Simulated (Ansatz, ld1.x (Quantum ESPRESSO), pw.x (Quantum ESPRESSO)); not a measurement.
**From atom to crystal: PAW potential for tellurium**

ld1.x (Quantum ESPRESSO) 7.5 input, shortened:

```
&input
   title='Te', zed=52., rel=1, dft='PBESOL', iswitch=3,
   config='[Kr] 4d10 5s2 5p4 5d-2'
 /
 &inputp
   pseudotype=3, lpaw=.true., tm=.true., lloc=-2, rcloc=2.35,
   nlcc=.true., new_core_ps=.true., rcore=1.25,
   which_augfun='PSQ', rmatch_augfun=1.95
 /
5
5S  1  0   2.00   0.00  1.85  2.05  0.0
5S  1  0   0.00  -0.20  1.85  2.05  0.0
5P  2  1   4.00   0.00  1.70  2.40  0.0
5P  2  1   0.00   0.45  1.70  2.40  0.0
5D  3  2  -2.00   0.20  2.00  2.15  0.0
 &test
   configts(1)='5s2 5p4'
 /
```

Atomic tests: cutoffs needed: 8 Ry and 15 Ry (the cutoffs (Ry, on a coarse ladder) from which the occupation-weighted sum of valence levels, in a spherical-Bessel basis at the reference potential, stays within 10 and 1 mRy of its value at 400 Ry); ghost test: no extra level below or beside the all-electron valence levels (s, p, d, f tested) (spherical-Bessel basis up to 400 Ry, 20 bohr box); largest excitation error: -140 meV (all-electron minus pseudo) for 5s2 5p1, out of 7 test configurations.

Crystal test: fcc Te in pw.x 7.5, no spin, 12³ k-points, Fermi–Dirac smearing 0.01 Ry, cutoffs 40/320 Ry. The reference is all-electron LAPW (Ansatz 0.2.0) with the same functional, mesh and smearing; V0 and B0 come from Birch–Murnaghan fits to the pressures at five volumes. Errors are pseudo minus all-electron; Δ is the rms difference of the E(V) curves that follow from these fits, minima aligned, over ±6 % about the mean V0. Mesh and smearing are coarse, so the numbers serve the comparison and aren't converged zero-temperature values; the lattice is a test structure that the element need not adopt.

All-electron: a0 = 4.756 Å (V0 = 26.89 Å³/atom), B0 = 63.4 GPa.

Q: How far does the potential miss the all-electron equation of state?

A: mean pressure error (GPa): +0.33; a0 (Å): 4.764; a0 error (%): +0.16; B0 error (%): +1.0; Δ (meV/atom): 1.9.

| V (Å³/atom) | P all-electron (GPa) | P pseudo (GPa) |
| --- | --- | --- |
| 25.498 | 3.82 | 4.27 |
| 26.169 | 1.84 | 2.22 |
| 26.840 | 0.12 | 0.45 |
| 27.511 | -1.37 | -1.10 |
| 28.182 | -2.66 | -2.43 |

Q: At the middle volume, how do free energy and pressure move when the wave cutoff is lowered (ecutrho held at 320 Ry)?

A:

```tsv
cutoff (Ry)	shift of F (meV/atom)	shift of P (GPa)
18	+4.7	-0.05
24	+2.5	-0.01
32	+0.5	-0.01
```

The run at the middle volume (72 k-points, 6 iterations) took about 5.8 s on one core of a shared host (Neoverse-V2, 96 threads, 371 GiB, load 61).
